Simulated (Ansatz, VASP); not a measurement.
**Ir in VASP and in Ansatz**

```xyz
2
Lattice="2.7514 0.0000 0.0000 -1.3757 2.3828 0.0000 0.0000 0.0000 4.4623" Properties=species:S:1:pos:R:3 pbc="T T T"
Ir    1.3757    0.7943    3.3467
Ir    0.0000    1.5885    1.1156
```

This isn't the form of Ir at room conditions, which is fcc.

Alike in both runs: task single point; functional LDA; k mesh 14 × 14 × 8; no spin polarisation.

|  | VASP | Ansatz |
| --- | --- | --- |
| version | VASP 6.6.1 | Ansatz 0.2.0 |
| potentials or method | VASP PAW LDA potentials, release 64 (Ir) | plane waves, PAW |
| plane-wave cutoff (eV) | 520 | 510 |
| occupations | methfessel-paxton of order 1, width 0.1 eV | cold, width 0.1 eV |
| valence electrons in the cell | 18 | 34 |

```csv
,VASP,Ansatz,Ansatz less VASP
pressure (GPa),-15.9,-18.0,-2.04
largest component of the traceless stress (GPa),0.25,0.32,+0.064
```

The two sets of potentials don't hold the same shells in valence.

Caveats: so large a pressure means that the cell lies far from this level's equilibrium, or that cutoff or potentials fall short (VASP). The runs have no spin-orbit coupling, so splittings on Ir are missing.
